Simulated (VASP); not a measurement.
# RbBr (Pm-3m) in VASP: further runs, part 2 of 2

VASP 6.6.1. The steps go on from the part before.

**4. Single point, r2SCAN**

The input, INCAR:

```
PREC     = Accurate       # precision mode
ENCUT    = 600            # plane-wave cutoff, eV
EDIFF    = 1E-6           # SCF threshold, eV
ISMEAR   = 0              # smearing method
SIGMA    = 0.05           # smearing width, eV
LREAL    = F              # projectors in reciprocal space
LASPH    = T              # aspherical terms in the spheres
NELM     = 100            # most SCF steps
ALGO     = Normal         # electronic algorithm
ISIF     = 2              # what is computed and relaxed
LWAVE    = F              # write WAVECAR
LCHARG   = F              # write CHGCAR
METAGGA  = R2SCAN         # meta-GGA
LMIXTAU  = T            
ADDGRID  = F
```

The input, KPOINTS:

```
Automatic mesh
0
Gamma
  8 8 8
```

The input, POSCAR:

```
RbBr
1.0
    4.1260773000      0.0000000000      0.0000000000
    0.0000000000      4.1260773000      0.0000000000
    0.0000000000      0.0000000000      4.1260773000
Rb Br
1 1
Direct
    0.0000000000      0.0000000000      0.0000000000
    0.5000000000      0.5000000000      0.5000000000
```

Potentials or basis: VASP PAW PBE potentials, release 64 (Rb_sv, Br).

The run is started by

```bash
$ cat potpaw_PBE.64/Rb_sv/POTCAR potpaw_PBE.64/Br/POTCAR > POTCAR
$ mpirun -np 1 vasp_std > vasp.out
```

OUTCAR:

```text
PREC = Accurate
   ENCUT = 600
   EDIFF = 1E-6
   ISMEAR = 0
   LREAL = F
   LASPH = T
   NELM = 100
   ISIF = 2
   METAGGA = R2SCAN

 Found     35 irreducible k-points:

 Following reciprocal coordinates:
            Coordinates               Weight
  0.000000  0.000000  0.000000      1.000000
  0.125000  0.000000  0.000000      6.000000
  0.250000  0.000000  0.000000      6.000000
  0.375000  0.000000  0.000000      6.000000
  0.500000  0.000000  0.000000      3.000000
  0.125000  0.125000  0.000000     12.000000
   k-points           NKPTS =     35   k-points in BZ     NKDIM =     35   number of bands    NBANDS=     12
   number of dos      NEDOS =    301   number of ions     NIONS =      2
   total plane-waves  NPLWV =  46656
   dimension x,y,z NGX =    36 NGY =   36 NGZ =   36
   dimension x,y,z NGXF=    72 NGYF=   72 NGZF=   72
   ions per type =               1   1
   NGX,Y,Z   is equivalent  to a cutoff of  14.50, 14.50, 14.50 a.u.
   NGXF,Y,Z  is equivalent  to a cutoff of  29.01, 29.01, 29.01 a.u.
 SYSTEM =  unknown system
   PREC   = accura    normal or accurate (medium, high low for compatibility)
   ISTART =      0    job   : 0-new  1-cont  2-samecut
   ICHARG =      2    charge: 1-file 2-atom 10-const
   ISPIN  =      1    spin polarized calculation?
   LNONCOLLINEAR =      F non collinear calculations
   LSORBIT =      F    spin-orbit coupling
   LASPH  =      T    aspherical Exc in radial PAW
   ENCUT  =  600.0 eV  44.10 Ry    6.64 a.u.   8.24  8.24  8.24*2*pi/ulx,y,z
   NELM   =    100;   NELMIN=  2; NELMDL= -5     # of ELM steps
   EDIFF  = 0.1E-05   stopping-criterion for ELM
   LREAL  =      F    real-space projection
   EDIFFG = 0.1E-04   stopping-criterion for IOM
   NSW    =      0    number of steps for IOM
   IBRION =     -1    ionic relax: 0-MD 1-quasi-New 2-CG
   NFREE  =      0    steps in history (QN), initial steepest desc. (CG)
   ISIF   =      2    stress and relaxation
   ISYM   =      2    0-nonsym 1-usesym 2-fastsym
   POTIM  = 0.5000    time-step for ionic-motion
   TEBEG  =    0.0;   TEEND  =   0.0 temperature during run
   PSTRESS=    0.0 pullay stress
   NELECT =      16.0000    total number of electrons
   NUPDOWN=      -1.0000    fix difference up-down
   EMIN   =  10.00;   EMAX   =-10.00  energy-range for DOS
   EFERMI =   0.00;   METHOD = LEGACY
   ISMEAR =     0;   SIGMA  =   0.05  broadening in eV -4-tet -1-fermi 0-gaus
   EFERMI_NEDOS =   21; number of points for ismear=-14 and -15
   IALGO  =     38    algorithm
   IMIX   =      4    mixing-type and parameters
     AMIX     =   0.40;   BMIX     =  1.00
     AMIX_MAG =   1.60;   BMIX_MAG =  1.00
  volume/ion in A,a.u.               =      35.12       237.02
  Fermi-wavevector in a.u.,A,eV,Ry     =   0.999795  1.889338 13.600238  0.999589
  Thomas-Fermi vector in A             =   2.132108
   LORBIT       =      0    0 simple, 1 ext, 2 COOP (PROOUT), +10 PAW based schemes
   METAGGA = R2SCAN    functional components
   LHFCALC =     F    Hartree Fock is set to
   AEXX    =    0.0000 exact exchange contribution
   IVDW    =     0    specifies the selected vdW correction
   LEPSILON=     F    determine dielectric tensor
   LRPA    =     F    only Hartree local field effects (RPA)
 non-spin polarized calculation
 Gauss-broadening in eV      SIGMA  =   0.05
  energy-cutoff  :      600.00
  volume of cell :       70.24
 maximum number of plane-waves:      2360
 NGX is ok and might be reduce to    36
   NGX = 17   NGY = 17   NGZ = 17

 number of electron      16.0000001 magnetization

 Free energy of the ion-electron system (eV)
  ---------------------------------------------------
  ext. energy  EPLUGINS =         0.00000000
  ---------------------------------------------------
  free energy    TOTEN  =       -31.11092742 eV

  energy without entropy =      -31.11092742  energy(sigma->0) =      -31.11092742

 E-fermi :  -0.8305     XC(G=0):  -8.3258

 val. band max:       -1.0508486131   @ k =   0.5000   0.5000   0.0000
 cond. band min:       3.7819669059   @ k =   0.0000   0.0000   0.0000
 fundamental gap:      4.8328155190
 Fermi energy:        -0.8305077754

 k-point     1 :       0.0000    0.0000    0.0000
  band No.  band energies     occupation
      1     -26.9387      2.00000
      2     -14.1074      2.00000
      3     -10.3760      2.00000
      4     -10.3760      2.00000
      5     -10.3760      2.00000
      6      -1.2048      2.00000
      7      -1.2048      2.00000
      8      -1.2048      2.00000
      9       3.7820      0.00000
     10       5.0665      0.00000
     11       5.0665      0.00000
     12       9.6723      0.00000

 k-point     2 :       0.1250    0.0000    0.0000
  band No.  band energies     occupation
      1     -26.9357      2.00000
      2     -14.1057      2.00000
      3     -10.3968      2.00000
      4     -10.3691      2.00000
      5     -10.3691      2.00000
      6      -1.4982      2.00000
      7      -1.2145      2.00000
      8      -1.2145      2.00000
      9       4.1652      0.00000
     10       5.1880      0.00000
     11       5.4234      0.00000
     12       9.5849      0.00000

 k-point     3 :       0.2500    0.0000    0.0000
  band No.  band energies     occupation
      1     -26.9283      2.00000
      2     -14.1028      2.00000
      3     -10.4428      2.00000
      4     -10.3524      2.00000
      5     -10.3524      2.00000
      6      -2.0863      2.00000
      7      -1.2385      2.00000
      8      -1.2385      2.00000
      9       5.0530      0.00000
     10       5.5406      0.00000
     11       6.3179      0.00000
     12       9.4650      0.00000

 k-point     4 :       0.3750    0.0000    0.0000
  band No.  band energies     occupation
      1     -26.9209      2.00000
      2     -14.1012      2.00000
      3     -10.4832      2.00000
      4     -10.3356      2.00000
      5     -10.3356      2.00000
      6      -2.5722      2.00000
      7      -1.2637      2.00000
      8      -1.2637      2.00000
      9       6.0582      0.00000
     10       6.0968      0.00000
     11       7.1629      0.00000
     12       8.8979      0.00000

 k-point     5 :       0.5000    0.0000    0.0000
  band No.  band energies     occupation
      1     -26.9178      2.00000
      2     -14.1010      2.00000
      3     -10.4983      2.00000
      4     -10.3286      2.00000
      5     -10.3286      2.00000
      6      -2.7537      2.00000
      7      -1.2744      2.00000
      8      -1.2744      2.00000
      9       6.4056      0.00000
     10       6.7592      0.00000
     11       7.3167      0.00000
     12       8.3089      0.00000

 k-point     6 :       0.1250    0.1250    0.0000
  band No.  band energies     occupation
      1     -26.9327      2.00000
      2     -14.1006      2.00000
      3     -10.4219      2.00000
      4     -10.3670      2.00000
      5     -10.3626      2.00000
      6      -1.5825      2.00000
      7      -1.3829      2.00000
      8      -1.2182      2.00000
      9       4.4926      0.00000
     10       5.4109      0.00000
     11       5.6515      0.00000
     12       9.2370      0.00000

 [... further k-points ...]

------------------------ aborting loop because EDIFF is reached ----------------------------------------

  FORCE on cell =-STRESS in cart. coord.  units (eV):
  Direction    XX          YY          ZZ          XY          YZ          ZX
  --------------------------------------------------------------------------------------
  -------------------------------------------------------------------------------------
  Total        0.0220885      0.0220885      0.0220885      0.0000000      0.0000000      0.0000000
  in kB        0.5038065      0.5038065      0.5038065      0.0000000      0.0000000      0.0000000
  external PRESSURE =       0.5038065 kB  Pullay stress =       0.0000000 kB

 VOLUME and BASIS-vectors are now :
 -----------------------------------------------------------------------------
  energy-cutoff  :      600.00
  volume of cell :       70.24
      direct lattice vectors                 reciprocal lattice vectors
     4.126077300  0.000000000  0.000000000     0.242360947  0.000000000  0.000000000
     0.000000000  4.126077300  0.000000000     0.000000000  0.242360947  0.000000000
     0.000000000  0.000000000  4.126077300     0.000000000  0.000000000  0.242360947

 POSITION                                       TOTAL-FORCE (eV/Angst)
 -----------------------------------------------------------------------------------
      0.00000      0.00000      0.00000         0.000000      0.000000      0.000000
      2.06304      2.06304      2.06304         0.000000      0.000000      0.000000
 -----------------------------------------------------------------------------------
    total drift:                                0.000000      0.000000      0.000000

  FREE ENERGIE OF THE ION-ELECTRON SYSTEM (eV)
  ---------------------------------------------------
  free  energy   TOTEN  =       -31.1109274209 eV

  energy  without entropy=      -31.1109274209  energy(sigma->0) =      -31.11092742
```

Wall time 68 s (1 thread of Intel Xeon 6975P-C (Granite Rapids), shared host); peak memory 0.24 GiB.

The run converged, but some of its settings lie outside the range that counts as converged, so its numbers aren't taken as properties of the crystal.

Results:

```
Free energy            : -31.1109 eV
Pressure               : 0.1 GPa
Band gap on the k mesh : 4.83 eV, indirect (least direct gap 4.99 eV)
```

Caveat: the PAW data sets were made with another functional, which shifts forces and pressure a little.

**5. Single point, r2SCAN**

Changes to INCAR since step 4:

```diff
@@ -1,3 +1,3 @@
 PREC     = Accurate       # precision mode
-ENCUT    = 600            # plane-wave cutoff, eV
+ENCUT    = 500            # plane-wave cutoff, eV
 EDIFF    = 1E-6           # SCF threshold, eV
```

The input, KPOINTS:

```
Automatic mesh
0
Gamma
  9 9 9
```

POSCAR is that of step 4.

The run is started by

```bash
$ cat potpaw_PBE.64/Rb_sv/POTCAR potpaw_PBE.64/Br/POTCAR > POTCAR
$ mpirun -np 1 vasp_std > vasp.out
```

Wall time 57 s (1 thread of Intel Xeon 6975P-C (Granite Rapids), shared host); peak memory 0.18 GiB.

These settings aren't checked as converged: the numbers below hold their error.

Results:

```yaml
Free_energy: -31.1104 eV
Pressure: 0.0 GPa
Band_gap_on_the_k_mesh: 4.84 eV, indirect (least direct gap 4.98 eV)
```

Caveat: the PAW data sets were made with another functional, which shifts forces and pressure a little; an odd mesh through Γ misses points on the zone boundary, where band edges often lie.
